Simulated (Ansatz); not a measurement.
# CuI: a single-point run

Aim: a sound single-point run of CuI. The structure is shown as the input types it. The cell is built on a prototype (rocksalt) and needn't be the phase found in nature.

Method: density functional or hybrid calculation with the settings of its input, plane waves (as first typed), in Ansatz 0.2.0.

**1. The structure to begin with**

The structure is cubic, space group Fm-3m (No. 225). The conventional cell has a = 5.712 Å, b = 5.712 Å, c = 5.712 Å, α = 90.00°, β = 90.00°, γ = 90.00°. Around Cu (site symmetry m-3m) lie 6 I at 2.86 Å. Around I (site symmetry m-3m) lie 6 Cu at 2.86 Å.

The input asks for a charge of -0.05 e on the cell.

Structure file:

```cif
data_structure
_symmetry_space_group_name_H-M 'P 1'
_symmetry_Int_Tables_number 1
_cell_length_a 4.0392
_cell_length_b 4.0392
_cell_length_c 4.0392
_cell_angle_alpha 60.000
_cell_angle_beta 60.000
_cell_angle_gamma 60.000
_cell_volume 46.60
loop_
_atom_site_label
_atom_site_type_symbol
_atom_site_fract_x
_atom_site_fract_y
_atom_site_fract_z
_atom_site_occupancy
Cu1 Cu 0.00000 0.00000 0.00000 1
I1 I 0.50000 0.50000 0.50000 1
```

**2. The calculation**

Input file input.yaml:

```yaml
crystal:
  lattice:
    - [0.0, 2.8561104037, 2.8561104037]
    - [2.8561104037, 0.0, 2.8561104037]
    - [2.8561104037, 2.8561104037, 0.0]
  atoms:
    - { symbol: Cu, position: [0.0, 0.0, 0.0] }
    - { symbol: I, position: [0.5, 0.5, 0.5] }
kpoints:
  mp_grid: { grid: [6, 6, 6] }
hamiltonian:
  xc: r2scan
scf:
  occupations: { method: fermi_dirac, width: 0.02 }
  n_extra_bands: 4
  max_iter: 69
output:
  forces: true
  stress: true
  eigenvalues: true
total_charge: -0.05
```

Run with:

```console
ansatz run input.yaml --threads 4 --pin off --max-ram 3686MiB --backend cpu --events-out ev --progress --plain --runs-dir out
```

Q: Will this input give a usable result? If not, why, and what should change?

The run converged and reported no error. Convergence says nothing about whether the input makes sense.

The suspect setting: total_charge is -0.05. With this charge the calculation describes a differently charged system.

The test: delete total_charge (the default then holds).
